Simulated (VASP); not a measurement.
Here is a VASP 6.6.1 calculation.

Contents of INCAR:

```
SYSTEM = BaS
PREC = Accurate
ENCUT = 520
EDIFF = 1E-6
ISMEAR = 0
SIGMA = 0.1
LREAL = .False.
LASPH = .True.
NELM = 100
ALGO = Fast
ISIF = 2
LWAVE = .False.
LCHARG = .False.
GGA = PE
NBANDS = 15
```

Contents of KPOINTS:

```
regular mesh
0
Gamma
  6 6 6
  0 0 0
```

POSCAR

```
BaS
1.0
    0.0000000000      3.2256755800      3.2256755800
    3.2256755800      0.0000000000      3.2256755800
    3.2256755800      3.2256755800      0.0000000000
Ba S
1 1
Direct
    0.0000000000      0.0000000000      0.0000000000
    0.5000000000      0.5000000000      0.5000000000
```

Potentials or basis: VASP PAW PBE potentials, release 64 (Ba_sv, S).

Run with:

```console
$ cat potpaw_PBE.64/Ba_sv/POTCAR potpaw_PBE.64/S/POTCAR > POTCAR
$ mpirun -np 1 vasp_std > vasp.out
```

(1) Estimate the band gap on the k mesh.

(2) What does it give for the pressure?

Answers

(1) 2.15 eV, indirect (least direct gap 2.31 eV).

(2) 0.1 GPa.

Caveat: spin-orbit coupling is left out, which moves the levels of the heavy elements.

**What was measured.**

A printed reference work, monograph, original work of 1988 reports, for a bulk crystal of BaS at 2 K: band gap 3.806 eV (indirect).

Measured gap of BaS: 3.806 eV (indirect; 2 K; a printed reference work, monograph, original work of 1988). This calculation gives 2.15 eV (-1.65 eV). Spin-orbit coupling on Ba is left out. The value is that of PBE on a finite k mesh, which can miss the band edges, without temperature or zero-point motion. Semilocal functionals fall short of measured gaps as a rule. The cell is a database's relaxed one, not the measured one, which moves gaps too.
